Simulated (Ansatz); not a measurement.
**Generalised stacking fault in Al3Cu2**

The calculation used DFT PBEsol, scalar-relativistic, plane waves, PAW (Ansatz). Settings: plane waves to 420 eV, k-mesh 13×13×5 (Γ-centred), Gaussian smearing 0.15 eV. No spin polarisation. Energies are free energies at this smearing, counted from the undisturbed cell; pressure is positive in compression.

Zero of the scan (relaxed at this level; it needn't be the usual structure):

```
Al Cu
1.0
    -2.04929   -3.54948    0.00000
     2.04929   -3.54948    0.00000
     0.00000    0.00000    9.96420
Al Cu
6 4
Direct
  0.00000 0.00000 0.75000
  0.00000 0.00000 0.25000
  0.66667 0.66667 0.92575
  0.66667 0.66667 0.42575
  0.33333 0.33333 0.07425
  0.33333 0.33333 0.57425
  0.66667 0.66667 0.17114
  0.66667 0.66667 0.67114
  0.33333 0.33333 0.82886
  0.33333 0.33333 0.32886
```

The cut lies on the cell's a–b face, a (0 0 1) plane (indices in the standard cell, whose axes needn't be the Cartesian ones shown) of area 14.55 Å², between layers 1.48 Å apart. Vector c is tilted by f times 1·a + 1·b (length 7.099 Å) with the atoms' Cartesian places fixed: one unrelaxed fault a cell. The cell is metallic on the mesh throughout.

```tsv
f	γ (mJ/m²)
0.0000	0
0.0833	594
0.1667	3635
0.2500	10197
0.3333	14411
0.4167	10227
0.5000	3917
0.5833	1354
0.6667	1043
0.8333	738
```

(1) Predict the shear traction, the slope of γ along the slip (GPa) at each point.

## Answers

(1)
```tsv
f	shear traction, the slope of γ along the slip (GPa)
0.0000	0.0
0.0833	24.5
0.1667	84.3
0.2500	119.2
0.3333	0.1
0.4167	-117.5
0.5000	-77.6
0.5833	-16.3
0.6667	-0.1
0.8333	-6.7
```

Cost: 10 runs of about 10 core-minutes in all, on Intel Xeon 6975P-C (Granite Rapids) (shared hosts).